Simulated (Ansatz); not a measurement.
# TiCo (Pm-3m) in Ansatz: notebook

Runs on TiCo. Level: PBEsol. Tasks: band structure.

Everything below comes from runs of Ansatz 0.2.0. Logs are shortened: lines on timing, memory, paths and dates and some standing lists are left out, and cuts for length are marked.

## Step 1: The structure

It takes space group Pm-3m (No. 221, cubic). Conventional cell: a = 2.986 Å, b = 2.986 Å, c = 2.986 Å, α = 90.00°, β = 90.00°, γ = 90.00°. Co (site symmetry m-3m) has 8 Ti at 2.59 Å as nearest neighbours. Ti (site symmetry m-3m) has 8 Co at 2.59 Å as nearest neighbours.

The cell comes from a database or a generator and needn't be the stable form of this composition.

## Step 2: Band structure, PBEsol, collinear spin, ferromagnetic start

Input file input.yaml:

```yaml
crystal:
  lattice:
    - [2.98611099, 0.0, 0.0]
    - [0.0, 2.98611099, 0.0]
    - [0.0, 0.0, 2.98611099]
  atoms:
    - { symbol: Co, position: [0.5, 0.5, 0.5], spin: 2.0 }
    - { symbol: Ti, position: [0.0, 0.0, 0.0], spin: 1.0 }
kpoints:
  mp_grid: { grid: [9, 9, 9] }
  band_path:
    path:
      - [0.0, 0.0, 0.0]
      - [0.0, 0.5, 0.0]
      - [0.5, 0.5, 0.0]
      - [0.0, 0.0, 0.0]
      - [0.5, 0.5, 0.5]
      - [0.0, 0.5, 0.0]
    npoints: 10
scf:
  occupations: { method: fermi_dirac, width: 0.05 }
hamiltonian:
  xc: pbesol
  pseudopotentials: { kind: all_electron, lapw: { basis_error: 0.001 } }
magnetization:
  spin_polarized: true
output:
  forces: true
  stress: true
  eigenvalues: true
```

Potentials or basis: all-electron LAPW, scalar-relativistic.

Command:

```sh
$ ansatz run input.yaml --threads 2 --pin off --max-ram 6144MiB --backend cpu --events-out ev --progress --plain --runs-dir out
```

What it wrote:

```text
Warning: RAYON_NUM_THREADS=2 ignored (pool sized by the plan → 2); use --threads N
LAPW: plane waves up to 8.557 Å⁻¹, error target 1.0e-3 eV per atom; small_component_spin mean_spin; Ti in spheres of 1.287 Å, 12 of its electrons in bands, Dirac shells []; Co in spheres of 1.299 Å, 17 of its electrons in bands, Dirac shells [] (how accurate: hamiltonian.pseudopotentials.lapw.basis_error, Limitations)
Engine: ansatz 0.2.0, aarch64-unknown-linux-gnu
Pseudopotentials: kind: all_electron
Pseudopotential: Co, LAPW, valence charge 17, lapw/all_electron/scalar/gaussian/Co, Koelling and Harmon's equation, gaussian nucleus
Pseudopotential: Ti, LAPW, valence charge 12, lapw/all_electron/scalar/gaussian/Ti, Koelling and Harmon's equation, gaussian nucleus
Functional definition: PBEsol
  exchange = pbesol_x
  correlation = pbesol_c
Crystal: 2 atoms, lattice volume = 26.627 Å³
Basis set: ecut = 278.98988447865116 eV, 257 PW (Γ), exchange–correlation at level 2
Bands: 20, of which v1, the nominal top of the filled ones, is band 15 counted from 1 (14 counted from 0)
Symmetry: 48 space group operations
Space group: Pm-3m (ITA 221), of the structure as read, at distance tolerance 3.0e-5 Å
Magnetic group: BNS 221.92 (UNI 1594), of the structure as read, at distance tolerance 3.0e-5 Å
k-points: 35 of 729
Non-local potential: Co, projectors of the file, none
Non-local potential: Ti, projectors of the file, none
Initial density: superposition of atomic densities (chi_scale 0.1, normalization cell)
Starting moments: Σ|m| = 3 μB on 2 of 2 sites
Initial wavefunctions: plane waves of lowest kinetic energy (no species holds an atomic orbital)
Functional: x = pbesol(κ = 0.804, μ = 0.12345679012345678), c = pbesol(β = 0.046)
iter 1 solved again at ethr=2.73e-3 eV; its pass at ethr=1.00e-1 eV (dr2=7.92e-1 eV) is discarded
SCF iter   1: F=—  HF=-61092.991669 eV  |F-HF|=—  |Δ(HF+E_count)|=         —  Δρ=5.12e-2 (↑4.99e-2 ↓5.12e-2)  dr2=7.92e-1  dr2_m=5.12e-1  M=0.841 μB ∫|m|=0.869 μB  β_m=0.30  ethr=2.73e-3  ⟨swp⟩=2.0  Hψ=9540  notcnv=0
Mixer restart at iter 1: flushing history
preconditioner: auto → none  [metal: Δε(μ)=0.015 eV  Ē_g=4.979 eV  σ=0.050 eV  W_gap=0.08  n_scr=6 (ndim 8)  ℏωp=25.9 eV  f_vac=0.000  D(μ)=2.23/eV (n_scr^D=26)  sad-step TF]
SCF iter   2: F=—  HF=-61092.815851 eV  |F-HF|=—  |Δ(HF+E_count)|=   1.76e-1  Δρ=3.41e-2 (↑3.41e-2 ↓3.31e-2)  dr2=1.86e-1  dr2_m=2.48e-1  M=0.834 μB ∫|m|=0.891 μB  β_m=0.55  ethr=2.73e-3  ⟨swp⟩=2.1  Hψ=4344  notcnv=0
SCF iter   3: F=—  HF=-61093.018386 eV  |F-HF|=—  |Δ(HF+E_count)|=   2.03e-1  Δρ=2.90e-2 (↑1.95e-2 ↓2.90e-2)  dr2=8.22e-1  dr2_m=4.25e-2  M=0.513 μB ∫|m|=0.648 μB  β_m=0.45  ethr=6.43e-4  ⟨swp⟩=2.9  Hψ=4502  notcnv=0
iter 4 solved again at ethr=2.29e-5 eV; its pass at ethr=6.43e-4 eV (dr2=6.63e-3 eV) is discarded
SCF iter   4: F=—  HF=-61092.806405 eV  |F-HF|=—  |Δ(HF+E_count)|=   2.12e-1  Δρ=4.64e-3 (↑2.53e-3 ↓4.64e-3)  dr2=6.65e-3  dr2_m=9.00e-4  M=0.716 μB ∫|m|=0.867 μB  β_m=0.40  ethr=2.29e-5  ⟨swp⟩=2.0  Hψ=7318  notcnv=0
SCF iter   5: F=—  HF=-61092.805397 eV  |F-HF|=—  |Δ(HF+E_count)|=         —  Δρ=2.30e-3 (↑1.43e-3 ↓2.30e-3)  dr2=7.27e-4  dr2_m=5.63e-4  M=0.696 μB ∫|m|=0.853 μB  β_m=0.61  ethr=2.29e-5  ⟨swp⟩=2.8  Hψ=4119  notcnv=0
the basis was enlarged: its passes take 1.6 MiB over the memory plan, 2 of 2 planned eigensolver slots
SCF iter   6: F=—  HF=-61092.808997 eV  |F-HF|=—  |Δ(HF+E_count)|=   3.60e-3  Δρ=1.17e-3 (↑2.47e-4 ↓1.17e-3)  dr2=3.52e-4  dr2_m=1.11e-4  M=0.714 μB ∫|m|=0.877 μB  β_m=0.80  ethr=2.51e-6  ⟨swp⟩=3.0  Hψ=4323  notcnv=0
SCF iter   7: F=—  HF=-61092.809546 eV  |F-HF|=—  |Δ(HF+E_count)|=   5.49e-4  Δρ=3.35e-4 (↑2.33e-4 ↓3.35e-4)  dr2=4.54e-6  dr2_m=1.96e-5  M=0.721 μB ∫|m|=0.893 μB  β_m=0.90  ethr=1.21e-6  ⟨swp⟩=2.5  Hψ=4092  notcnv=0
SCF iter   8: F=—  HF=-61092.809606 eV  |F-HF|=—  |Δ(HF+E_count)|=   6.00e-5  Δρ=1.33e-4 (↑1.33e-4 ↓1.07e-4)  dr2=2.46e-5  dr2_m=1.55e-7  M=0.731 μB ∫|m|=0.910 μB  β_m=0.95  ethr=1.56e-8  ⟨swp⟩=3.0  Hψ=4506  notcnv=0
SCF iter   9: F=—  HF=-61092.809610 eV  |F-HF|=—  |Δ(HF+E_count)|=   4.07e-6  Δρ=2.79e-5 (↑9.70e-6 ↓2.79e-5)  dr2=5.79e-7  dr2_m=2.92e-8  M=0.735 μB ∫|m|=0.915 μB  β_m=0.98  ethr=1.56e-8  ⟨swp⟩=2.9  Hψ=4164  notcnv=0
SCF iter  10: F=—  HF=-61092.809610 eV  |F-HF|=—  |Δ(HF+E_count)|=   3.84e-7  Δρ=6.50e-6 (↑5.12e-6 ↓6.50e-6)  dr2=3.35e-9  dr2_m=7.79e-9  M=0.735 μB ∫|m|=0.915 μB  β_m=0.93  ethr=2.00e-9  ⟨swp⟩=2.2  Hψ=4013  notcnv=0
SCF iter  11: F=—  HF=-61092.809610 eV  |F-HF|=—  |Δ(HF+E_count)|=   5.03e-9  Δρ=1.66e-6 (↑1.44e-6 ↓1.66e-6)  dr2=4.28e-11  dr2_m=5.70e-10  M=0.735 μB ∫|m|=0.915 μB  β_m=0.89  ethr=1.16e-11  ⟨swp⟩=3.0  Hψ=4390  notcnv=0
SCF iter  12: F=-61092.809610 eV  HF=-61092.809610 eV  |F-HF|=8.00e-11  |Δ(HF+E_count)|=  4.87e-10  Δρ=3.72e-7 (↑2.89e-7 ↓3.72e-7)  dr2=1.21e-11  dr2_m=2.29e-11  M=0.735 μB ∫|m|=0.915 μB  ethr=1.10e-12 (applied; sched 1.00e-12)  ⟨swp⟩=2.5  Hψ=4095  notcnv=0
SCF 1 converged in 12 iterations: F = -61092.809610 eV  dr2 = 1.21e-11
NSCF: frozen V_eff on 51 k-points
SCF converged after 12 iterations
Magnetization: 0.7346 μB (14.8673 up, 14.1327 down)
Absolute magnetization: 0.9148 μB (∫|ρ↑−ρ↓|)
Spin contamination: 0.0544 ħ² per cell (⟨S²⟩ above its minimum at these occupations)
Per-site moments (μB) at R_I (Å): [(0.8180397508745383, 1.2985995057262567), (-0.036346912000658094, 1.2874484315985253)]
Free energy (F): -61092.809610 eV
Harris-Foulkes:  -61092.809610 eV  (|F-HF|=8.00e-11)
Internal energy: -61092.791359 eV  (E = F + TS)
E sigma→0 (E₀):  -61092.800485 eV
Entropy (-TS):   -0.018251 eV (-9.126 meV/atom)
Fermi energy:    16.950093 eV
--- Per-component energies (eV) ---
  E_band       = -393.488513
  E_kinetic    = 61869.037396
  E_xc         = -2712.180842
  E_electrostatic = -120249.647913  (all electrons and nuclei)
  E_smearing   = -0.018251  (= −TS)
  E_closure    = 0.000000  (closes the sum)
  E_atoms      = -61075.794362  (free atoms, spherical and without spin; not in F)
  Σ components = -61092.809610   (vs F -61092.809610, Δ=0.00e0)
  Basis errors (estimates in eV, not in F): energy 2.1e-4 per atom: plane waves 1.7e-4 (8.9e-5 summed), levels above the bands 1.2e-67, relativity 6.4e-9, radial functions 3.8e-5, core shells 7.3e-7; eigenvalues (radial functions only) 1.7e-6; not estimated: angular momenta, meshes, grids; target (lapw.basis_error) 1.0e-3; muffin-tin radii Ti 1.287 Å, Co 1.299 Å
--- Forces (eV/Å), atoms counted from 1 ---
  atom   1  Co    -0.00000000     0.00000000    -0.00000000
  atom   2  Ti    -0.00000000    -0.00000000     0.00000000
  max |Σ_I F_I| component: 3.19e-30 eV/Å
--- Stress (GPa, compression-positive) ---
       -8.090340       0.000000       0.000000
        0.000000      -8.090340       0.000000
        0.000000       0.000000      -8.090340
  P = ⅓ Tr σ = -8.0903 GPa (-80.903 kbar)
--- Band table (eV; the first three rows and the last of 70) ---
  k-point 0 ↑: bands = ["-78.3751", "-41.7835", "-41.7835", "-41.7835", "-39.9364", "-16.1466", "-16.1466", "-16.1466", "9.1917", "12.8017", "12.8017", "15.1251", "15.1251", "15.1251", "17.4593", "17.4593", "19.6427", "19.6427", "19.6427", "25.7666"]
  k-point 1 ↑: bands = ["-78.3749", "-41.7875", "-41.7833", "-41.7833", "-39.9313", "-16.1831", "-16.1441", "-16.1441", "9.4355", "12.9002", "12.9083", "15.1072", "15.1072", "15.1644", "17.3497", "17.4994", "19.3207", "19.3207", "19.5934", "24.6880"]
  k-point 2 ↑: bands = ["-78.3745", "-41.7975", "-41.7827", "-41.7827", "-39.9182", "-16.2748", "-16.1376", "-16.1376", "10.1342", "13.1656", "13.1771", "15.0671", "15.0671", "15.2680", "17.0424", "17.5203", "18.6433", "18.6433", "19.4646", "22.7657"]
  k-point 34 ↓: bands = ["-77.4183", "-40.8734", "-40.8733", "-40.8733", "-39.8615", "-16.3878", "-16.3878", "-16.3878", "14.4187", "14.5848", "14.5848", "14.8393", "14.8785", "14.8785", "16.9089", "16.9089", "19.9362", "19.9362", "23.8012", "24.3841"]
```

It took 16 s on 2 threads of Arm Neoverse V1, shared host; peak memory 0.41 GiB.

What came out:

| Quantity | Value |
| --- | --- |
| Free energy | -61092.8096 eV |
| Pressure | -8.1 GPa |
| Band gap along the path | none (metal or under the smearing width) |
| Net moment | 0.73 μB per cell |
| Absolute moment | 0.91 μB per cell |
| Site moments | Co +0.82; Ti -0.04 μB |

Levels at the corners of the path, in eV from the Fermi level:
Spin up:
```csv
point,band 11,band 12,band 13,band 14,band 15,band 16,band 17,band 18,band 19,band 20
Γ,-4.15,-1.82,-1.82,-1.82,0.51,0.51,2.69,2.69,2.69,8.82
X,-3.00,-1.93,-1.93,-1.46,-0.75,-0.53,0.64,0.64,2.24,3.88
M,-2.70,-2.70,-1.37,-0.70,0.55,0.55,1.11,2.48,2.48,3.12
Γ,-4.15,-1.82,-1.82,-1.82,0.51,0.51,2.69,2.69,2.69,8.82
R,-2.77,-2.14,-2.14,-2.14,-1.34,-1.34,3.19,3.19,6.81,8.26
X,-3.00,-1.93,-1.93,-1.46,-0.75,-0.53,0.64,0.64,2.24,3.88
```
Spin down:
```csv
point,band 11,band 12,band 13,band 14,band 15,band 16,band 17,band 18
Γ,-3.60,-1.32,-1.32,-1.32,0.97,0.97,2.78,2.78
X,-2.00,-1.40,-1.40,-0.88,-0.83,0.47,0.64,0.64
M,-2.31,-2.31,-0.13,0.19,0.54,0.54,1.27,2.65
Γ,-3.60,-1.32,-1.32,-1.32,0.97,0.97,2.78,2.78
R,-2.33,-2.14,-2.14,-2.14,-0.10,-0.10,3.14,3.14
X,-2.00,-1.40,-1.40,-0.88,-0.83,0.47,0.64,0.64
```

[end of part 1 of 2]
